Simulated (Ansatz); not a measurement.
# Si (P6_3/mmc) in Ansatz: relaxation of cell and atoms with HSE06

Aim: the relaxation of cell and atoms of Si with HSE06.

Program: Ansatz 0.2.0. These are calculated values, not measurements. Logs are shortened: lines on timing, memory, paths and dates and some standing lists are left out, and cuts for length are marked.

## Step 1: The crystal as given

Symmetry: P6_3/mmc, No. 194, hexagonal system. The conventional cell has a = 3.831 Å, b = 3.831 Å, c = 6.333 Å, α = 90.00°, β = 90.00°, γ = 120.00°. Around Si (site symmetry 3m) lie 4 Si at 2.35 to 2.37 Å.

This isn't the form of Si at room conditions, which is diamond.

## Step 2: Relaxation of cell and atoms, HSE06

input reads:

```
crystal:
  lattice:
    - [3.8313174605, 0.0, 0.0]
    - [-1.9156587303, 3.3180182508, 0.0]
    - [0.0, 0.0, 6.3326220002]
  atoms:
    - { symbol: Si, position: [0.6666666667, 0.3333333333, 0.9369905] }
    - { symbol: Si, position: [0.3333333333, 0.6666666667, 0.4369905] }
    - { symbol: Si, position: [0.6666666667, 0.3333333333, 0.5630095] }
    - { symbol: Si, position: [0.3333333333, 0.6666666667, 0.0630095] }
hamiltonian:
  xc: hse06
  pseudopotentials: { kind: paw }
kpoints:
  mp_grid: { grid: [6, 6, 4] }
scf:
  occupations: { method: fermi_dirac, width: 0.05 }
output:
  forces: true
  stress: true
  eigenvalues: true
relax:
  f_tol: 0.01
  max_steps: 40
  cell: { stress_tol: 0.05 }
```

Potentials or basis: Ansatz PAW.

The log of the run:

```text
GPUs: using 1 of 1 available (devices: 1).
Engine: ansatz 0.2.0, x86_64-unknown-linux-gnu
Pseudopotentials: kind: paw
Pseudopotential: Si, paw, valence charge 4, recommended cutoff 420 eV (normal), Si.paw.azcp
Functional definition: HSE06
  parameter a = 0.25
  parameter omega = 0.11/bohr
  exchange = pbe_x - a*pbe_x_sr(omega) + a*exact_x_sr(omega)
  correlation = pbe_c
device memory: the entry about to start is reckoned to put 0.5 GiB on a device that reports 57.2 GiB free (of which the cap on the GPU budget leaves the run 18.0 GiB)
GPU FFT provider: cuFFT
GPU libraries: cuBLAS 13.8.2, cuFFT 12.4.0, cuSOLVER 12.3.4
Crystal: 4 atoms, lattice volume = 80.503 Å³
Basis set: ecut = 420 eV, 1581 PW (Γ), exchange–correlation on 54×54×90 points (8 copies of the dense FFT grid, shifted against one another)
Bands: 12, of which v1, the nominal top of the filled ones, is band 8 counted from 1 (7 counted from 0)
Symmetry: 24 space group operations
Space group: P63/mmc (ITA 194), of the structure as read, at distance tolerance 4.3e-5 Å
k-points: 21 of 144
Non-local potential: Si, projectors of the file, l = 0: 2, l = 1: 2, l = 2: 2
PAW form: soft (Blöchl's): semilocal exchange-correlation on the pseudo side does not see the compensation charge
PAW frozen core: Si, regenerated for the run's functional, and the local potential with it (the file was generated under x = pbe(κ = 0.804, μ = 0.2195149727645171), c = pbe(β = 0.06672455060314922))
PAW one-centre angular grid: Si, 110 points (default); XC on 64 Gauss nodes
Initial density: superposition of atomic densities (neutral atoms: chi_scale 0, normalization atom), corrected by the library's trained network
Initial wavefunctions: pseudopotential atomic-orbital guess
GPU buffer pool allocated for 32805 grid points (all kernels)
GPU transforms: local potential and band sums: pruned to the plane-wave sphere, on 25×25×45
Functional: x = pbe(κ = 0.804, μ = 0.2195149727645171), c = pbe(β = 0.06672455060314922), warm-up for x = pbe(κ = 0.804, μ = 0.2195149727645171) + 0.25 (exact − pbe) at short range (hse, ω = 0.20786987370883472 Å⁻¹), c = pbe(β = 0.06672455060314922); HSE06 as pw.x's `hse` composes it (authors' and Libxc's form: `xc: wpbeh`)
SCF iter   1: F=—  HF=-2543.149829 eV  |F-HF|=—  |Δ(HF+E_count)|=         —  Δρ=1.22e-3  dr2=9.96e-4  ethr=1.77e-3  ⟨swp⟩=8.7  Hψ=1390  notcnv=0
preconditioner: auto → none  [insulator: Δε(μ)=0.410 eV  Ē_g=7.889 eV  σ=0.050 eV  W_gap=0.97  n_scr=10 (ndim 8)  ℏωp=16.6 eV  f_vac=0.000  D(μ)=0.02/eV (n_scr^D=0)]
SCF iter   2: F=—  HF=-2543.150806 eV  |F-HF|=—  |Δ(HF+E_count)|=   9.77e-4  Δρ=5.22e-4  dr2=1.47e-4  ethr=6.23e-6  ⟨swp⟩=4.8  Hψ=810  notcnv=0  defer=4
iter 3 solved again at ethr=3.60e-8 eV; its pass at ethr=9.17e-7 eV (dr2=5.76e-6 eV) is discarded
SCF iter   3: F=—  HF=-2543.151052 eV  |F-HF|=—  |Δ(HF+E_count)|=   2.46e-4  Δρ=1.07e-4  dr2=6.21e-6  ethr=3.60e-8  ⟨swp⟩=3.6  Hψ=1075  notcnv=0  defer=2
SCF iter   4: F=—  HF=-2543.151070 eV  |F-HF|=—  |Δ(HF+E_count)|=   1.75e-5  Δρ=1.45e-5  dr2=2.23e-7  ethr=3.60e-8  ⟨swp⟩=3.3  Hψ=569  notcnv=0  defer=1
SCF iter   5: F=—  HF=-2543.151070 eV  |F-HF|=—  |Δ(HF+E_count)|=   5.27e-7  Δρ=3.25e-6  dr2=9.72e-9  ethr=1.39e-9  ⟨swp⟩=3.4  Hψ=579  notcnv=0
SCF iter   6: F=—  HF=-2543.151070 eV  |F-HF|=—  |Δ(HF+E_count)|=   2.49e-8  Δρ=8.25e-7  dr2=8.01e-10  ethr=6.07e-11  ⟨swp⟩=3.8  Hψ=617  notcnv=0
SCF iter   7: F=-2543.151070 eV  HF=-2543.151070 eV  |F-HF|=0.00e0  |Δ(HF+E_count)|=  1.86e-10  Δρ=6.23e-8  dr2=2.72e-12  ethr=5.01e-12  ⟨swp⟩=3.0  Hψ=539  notcnv=0
SCF 1 converged in 7 iterations: F = -2543.151070 eV  dr2 = 2.72e-12
device memory: the entry about to start is reckoned to put 1.1 GiB on a device that reports 56.6 GiB free (of which the cap on the GPU budget leaves the run 18.0 GiB)
GPU FFT provider: cuFFT
GPU libraries: cuBLAS 13.8.2, cuFFT 12.4.0, cuSOLVER 12.3.4
Initial density: handed on by an earlier stage of this run
Initial wavefunctions: those handed on with the density
GPU buffer pool allocated for 32805 grid points (all kernels)
GPU transforms: local potential and band sums: pruned to the plane-wave sphere, on 25×25×45
Functional: x = pbe(κ = 0.804, μ = 0.2195149727645171) + 0.25 (exact − pbe) at short range (hse, ω = 0.20786987370883472 Å⁻¹), c = pbe(β = 0.06672455060314922); HSE06 as pw.x's `hse` composes it (authors' and Libxc's form: `xc: wpbeh`)
[... 113 lines left out ...]
GPU transforms: local potential and band sums: pruned to the plane-wave sphere, on 25×25×45
Exchange kernel: α = 0.2500, screened, ω = 0.2079 Å⁻¹, Wigner–Seitz truncation, v(0) = 1046.6297 eV·Å³, q-mesh 6×6×4, nearest image of the exchange supercell L = 23.00 Å, pair-density grid 15×15×24, without the augmentation charges, whose exchange is taken in its separable form by FFT convolution over the k-point mesh (sized by the pseudopotential files, 24×24×45 at the most), smooth part of the exact exchange by density-matrix convolution in up to 2.33 GiB of GPU memory as planned if the GPU has room (build and FFT work areas not counted)
Frozen-core exchange: fock
iter 1 solved again at ethr=1.00e-12 eV; its pass at ethr=1.00e-1 eV (dr2=3.97e-11 eV) is discarded
SCF iter   1: F=—  HF=-2545.104834 eV  |F-HF|=—  |Δ(HF+E_count)|=         —  Δρ=8.63e-7  dr2=6.37e-11  ethr=1.00e-12  ⟨swp⟩=19.0  Hψ=2422  notcnv=30  reapply=2
preconditioner: auto → none  [insulator: Δε(μ)=0.962 eV  Ē_g=9.545 eV  σ=0.050 eV  W_gap=1.00  n_scr=10 (ndim 8)  ℏωp=16.6 eV  f_vac=0.000  D(μ)=0.00/eV (n_scr^D=0)]
SCF iter   2: F=-2545.104834 eV  HF=-2545.104834 eV  |F-HF|=1.49e-10  |Δ(HF+E_count)|=  4.39e-10  Δρ=4.33e-7  dr2=1.99e-11  ethr=1.00e-12  ⟨swp⟩=2.0  Hψ=421  notcnv=0
SCF 9 converged in 2 iterations: F = -2545.104834 eV  dr2 = 1.99e-11
  Residual-converged pass: ⟨swp⟩=3.0  Hψ=505  notcnv=0  max |occ|·‖R‖ = 1.3e-7 eV (tolerance 1.3e-7 eV)  dr2=1.99e-11  dr2_onsite=1.91e-12  max |Δocc| = 1.7e-18
hybrid outer 1: dexx = +8.872e-10 eV, tail = 8.73e-10 eV
GPU FFT provider: cuFFT
GPU libraries: cuBLAS 13.8.2, cuFFT 12.4.0, cuSOLVER 12.3.4
GPU buffer pool allocated for 32805 grid points (all kernels)
GPU transforms: local potential and band sums: pruned to the plane-wave sphere, on 25×25×45
Exchange kernel: α = 0.2500, screened, ω = 0.2079 Å⁻¹, Wigner–Seitz truncation, v(0) = 1046.6297 eV·Å³, q-mesh 6×6×4, nearest image of the exchange supercell L = 23.00 Å, pair-density grid 15×15×24, without the augmentation charges, whose exchange is taken in its separable form by FFT convolution over the k-point mesh (sized by the pseudopotential files, 24×24×45 at the most), smooth part of the exact exchange by density-matrix convolution in up to 2.33 GiB of GPU memory as planned if the GPU has room (build and FFT work areas not counted)
Frozen-core exchange: fock
SCF iter   1: F=—  HF=-2545.104834 eV  |F-HF|=—  |Δ(HF+E_count)|=         —  Δρ=4.35e-7  dr2=1.44e-11  ethr=2.50e-12  ⟨swp⟩=16.9  Hψ=1480  notcnv=5
preconditioner: auto → none  [insulator: Δε(μ)=0.962 eV  Ē_g=9.147 eV  σ=0.050 eV  W_gap=1.00  n_scr=10 (ndim 8)  ℏωp=16.6 eV  f_vac=0.000  D(μ)=0.00/eV (n_scr^D=0)]
SCF iter   2: F=-2545.104834 eV  HF=-2545.104834 eV  |F-HF|=3.82e-11  |Δ(HF+E_count)|=  1.13e-10  Δρ=2.19e-7  dr2=3.60e-12  ethr=1.00e-12  ⟨swp⟩=2.0  Hψ=421  notcnv=0
SCF 10 converged in 2 iterations: F = -2545.104834 eV  dr2 = 3.60e-12
  Residual-converged pass: ⟨swp⟩=2.0  Hψ=420  notcnv=0  max |occ|·‖R‖ = 1.2e-7 eV (tolerance 1.3e-7 eV)  dr2=3.59e-12  dr2_onsite=4.75e-13  max |Δocc| = 4.4e-16
hybrid outer 2: dexx = +2.061e-13 eV, tail = 8.15e-12 eV, Δε = 3.46e-7 eV (about 5.85e-7 eV left of the loop's levels), ΔF = 4.01e-7 eV/Å (tail 7.98e-6)
relax step   4: F+E_penalty+E_count = -2545.10483396 eV  Δ(F+E_penalty+E_count) = +1.067e-6 eV  max|allowed force component| = 5.995e-4 eV/Å  Δτ_max = 0.0000 Å  P = -0.002 GPa  Ω = 80.484 Å³  stress off target by 3.58e-3 GPa  SCF on the basis re-selected at this cell (its energy is not comparable with the rows above)  (4 SCF iters)
basis re-selected at this cell: Δ(F+E_penalty+E_count) = +1.067e-6 eV, ΔP = -0.000 GPa vs the last step (what re-selecting the basis moved, of the pressure what is left beyond the Pulay correction that the steps carried, after the strain that the cell walked since its last selection, with what the two solves' SCF thresholds leave and, on support functions, any second-order correction that the steps lacked; it is no measure of the basis error at this ecutwfc). This SCF's stress stands 3.58e-3 GPa from its target on what of the cell is left free (relax.cell.stress_tol is 5.00e-2 GPa) and its largest allowed force component is 5.99e-4 eV/Å (relax.f_tol is 1.00e-2 eV/Å): within both
hybrid SCF converged: 2 outer / 4 inner (+0 warm-up), last move |dexx| = 2.06e-13 eV, tail = 8.15e-12 eV
Stability not checked: this state was not tested for a lower state beside it, because the functional holds exact exchange (a hybrid, or Hartree-Fock), whose exchange loop this test does not read (fock_operator; see scf.lower_state_search)
Free energy (F): -2545.104834 eV
Frozen-core exchange: fock
Harris-Foulkes:  -2545.104834 eV  (|F-HF|=3.82e-11)
Internal energy: -2545.104831 eV  (E = F + TS)
E sigma→0 (E₀):  -2545.104833 eV
Entropy (-TS):   -0.000002 eV (-0.001 meV/atom)
Fermi energy:    6.585226 eV
--- Per-component energies (eV) ---
  E_band       = 4.436421
  E_kinetic    = 161.681873
  E_local      = -109.319969  (includes V_loc(G=0)·N_el)
  E_nonlocal   = 101.172779
  E_hartree    = 30.626483
  E_xc         = -179.950136
  E_vxc        = -152.726118  (∫ρ·V_xc dr)
  E_exx        = -22.316242  (= α·E_x^exact, valence–valence)
  E_paw        = -2071.082840  (= ΣΔE_a)
  E_vpaw       = -12.992650  (= ΣTr[D̂ρ^β])
  E_aug_tail   = 0.000024  (compensation charges beyond the density's cutoff)
  E_ewald      = -455.680339
  E_core_change = -0.236465  (= ΣΔE_core)
  E_smearing   = -0.000002  (= −TS)
  E_closure    = -0.000000  (closes the sum)
  Σ components = -2545.104834   (vs F -2545.104834, Δ=-4.55e-13)
--- Forces (eV/Å), atoms counted from 1 ---
  atom   1  Si     0.00000000     0.00000000     0.00059948
  atom   2  Si    -0.00000000    -0.00000000     0.00059948
  atom   3  Si    -0.00000000     0.00000000    -0.00059948
  atom   4  Si     0.00000000    -0.00000000    -0.00059948
  max |Σ_I F_I| component: 1.39e-17 eV/Å
--- Stress (GPa, compression-positive) ---
       -0.003582       0.000000       0.000000
        0.000000      -0.003582      -0.000000
        0.000000      -0.000000       0.002467
  P = ⅓ Tr σ = -0.0016 GPa (-0.016 kbar)
--- Band table (eV; the first three rows and the last of 21) ---
  k-point 0: bands = ["-7.4240", "-4.8785", "-1.8564", "4.4422", "4.4422", "5.7690", "6.1153", "6.1153", "7.7920", "8.8210", "8.8210", "9.2321"]
  k-point 1: bands = ["-7.2006", "-5.5709", "-0.7295", "4.0809", "4.6164", "4.6164", "5.7521", "5.7521", "8.0088", "9.1485", "9.1485", "9.4079"]
  k-point 2: bands = ["-6.5484", "-6.5484", "1.5141", "1.5141", "5.1042", "5.1042", "5.1042", "5.1042", "8.6241", "8.6241", "9.8619", "9.8619"]
  k-point 20: bands = ["-3.5903", "-3.5903", "-2.0956", "-2.0956", "1.2292", "1.2292", "3.9533", "3.9533", "8.3486", "8.3486", "10.4752", "10.4752"]
--- Relaxed structure (3 steps of the walk, 3 accepted, 1 SCFs on fresh bases) ---
  F+E_penalty+E_count = -2545.10483396 eV   max|allowed force component| = 5.995e-4 eV/Å   (the final SCF, on the basis selected at the relaxed cell)
  cell:  # Å, volume = 80.4841 Å³
    - [3.832814310270019, 2.88786580090153e-11, 0.0]
    - [-1.916407155160019, 3.3193145606679284, 0.0]
    - [0.0, 0.0, 6.326218217343639]
  atoms:
    - { symbol: Si, position: [0.6666666666666666, 0.33333333333333326, 0.937192804677906] }
    - { symbol: Si, position: [0.33333333333333326, 0.6666666666666665, 0.437192804677906] }
    - { symbol: Si, position: [0.6666666666666666, 0.33333333333333326, 0.5628071953220939] }
    - { symbol: Si, position: [0.33333333333333326, 0.6666666666666665, 0.06280719532209389] }
```

Wall time 49 s (1 × NVIDIA H100 80GB HBM3 with 2 threads of AMD EPYC 7R13 (Zen 3), shared host); peak memory 2 GiB.

Results:

```
Free energy                            : -2545.1048 eV
Relaxed volume                         : 20.12 Å³/atom
Relaxed cell                           : a = 3.833 Å, b = 3.833 Å, c = 6.326 Å, α = 90.00°, β = 90.00°, γ = 120.00°
Space group after relaxing (to 0.05 Å) : P6_3/mmc (No. 194)
Energy gained by relaxing              : 0.0 meV/atom
Ionic steps                            : 4
Pressure after relaxing                : 0.0 GPa
Band gap on the k mesh                 : 0.96 eV, indirect (least direct gap 1.68 eV)
```

Final structure:
```
CELL_PARAMETERS angstrom
3.83281 0.00000 0.00000
-1.91641 3.31931 0.00000
0.00000 0.00000 6.32622
ATOMIC_POSITIONS crystal
Si 0.66667 0.33333 0.93719
Si 0.33333 0.66667 0.43719
Si 0.66667 0.33333 0.56281
Si 0.33333 0.66667 0.06281
```

Levels at points of the mesh, in eV from the valence-band top:
```csv
k point,band 5,band 6,band 7,band 8,band 9,band 10,band 11,band 12
"(0.00, 0.00, 0.00)",-1.67,-0.35,0.00,0.00,1.68,2.71,2.71,3.12
"(0.00, 0.00, -0.50)",-1.01,-1.01,-1.01,-1.01,2.51,2.51,3.75,3.75
"(0.00, -0.50, 0.00)",-5.10,-3.36,-3.19,-1.58,0.96,3.07,3.66,3.88
"(0.00, -0.50, -0.50)",-2.65,-2.65,-2.65,-2.65,1.52,1.52,2.30,2.30
```

Caveat: the plane-wave basis is chosen anew once the cell has moved, so the energies of steps on either side of that aren't comparable; the PAW data sets come from PBE, with cores solved anew for the run's functional, which leaves a small shift of forces and pressure. A k mesh can miss the band edges.
